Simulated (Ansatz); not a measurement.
**MgI2 in Ansatz: convergence with k mesh**

Input of the first run (k mesh 2 × 2 × 2); the others differ in this setting and in those tied to it:

File input.yaml:

```yaml
crystal:
  lattice:
    - [4.14, 0.0, 0.0]
    - [-2.07, 3.5853451717, 0.0]
    - [0.0, 0.0, 6.88]
  atoms:
    - { symbol: I, position: [0.674558, 0.338741, 0.755509] }
    - { symbol: I, position: [0.328413, 0.658993, 0.242838] }
    - { symbol: Mg, position: [0.000271, -0.006009, -0.004816] }
hamiltonian:
  xc: r2scan
  pseudopotentials: { kind: paw, source: jth }
kpoints:
  mp_grid: { grid: [2, 2, 2] }
scf:
  occupations: { method: methfessel_paxton, width: 0.1 }
output:
  forces: true
  stress: true
  eigenvalues: true
```

Potentials or basis: JTH PAW.

Launch:

```bash
$ ansatz run input.yaml --threads 2 --pin off --max-ram 5632MiB --backend cpu --events-out ev --progress --plain --runs-dir out
```

The cell isn't the ideal one: atoms moved at random, drawn with an rms of 0.05 Å.

Hardware: 2 threads of Arm Neoverse V2, on a shared host.

Problem. The values tried are 2 × 2 × 2, 3 × 3 × 2, 4 × 4 × 2, 4 × 4 × 3, 6 × 6 × 3, 7 × 7 × 4, 8 × 8 × 5, 10 × 10 × 6, 12 × 12 × 7, loosest first. From which on does the pressure stay within 0.1 GPa of the tightest run that finished?

Solution. From 6 × 6 × 3 on.

```csv
k mesh,"energy less the tightest run, at zero smearing (meV/atom)",pressure (GPa),largest force (eV/Å),gap on the mesh (eV),SCF cycles,CPU time (s),peak memory (GiB)
2 × 2 × 2,288.71,3.56,0.229,4.083,8,16,0.93
3 × 3 × 2,41.84,1.36,0.171,4.442,8,18,0.92
4 × 4 × 2,7.06,0.92,0.172,4.154,8,22,0.94
4 × 4 × 3,7.12,0.92,0.172,4.128,8,26,0.96
6 × 6 × 3,0.38,0.81,0.173,4.131,8,42,1
7 × 7 × 4,0.06,0.81,0.173,4.168,8,64,1.1
8 × 8 × 5,0.01,0.81,0.173,4.140,8,96,1.3
10 × 10 × 6,0.00,0.80,0.173,4.132,8,170,1.9
12 × 12 × 7,0.00,0.80,0.173,4.139,8,280,2.6
```

Against the tightest run, the energy stays within 1 meV/atom from 6 × 6 × 3 on; the largest force stays within 0.005 eV/Å from 3 × 3 × 2 on; the gap on the mesh stays within 0.01 eV from 8 × 8 × 5 on. Meshes of other sizes hit other points, so gaps and Fermi surfaces needn't settle smoothly. The tightest run that finished is the yardstick and may itself not be fully converged.

Caveat, for the tightest run too: odd divisions of the mesh miss points on the zone boundary, where band edges often lie, so the gap on the mesh can be too wide; spin-orbit coupling is left out, which moves the levels of the heavy elements; the cell's inner coordinates are idealised or old, which leaves forces on the atoms.
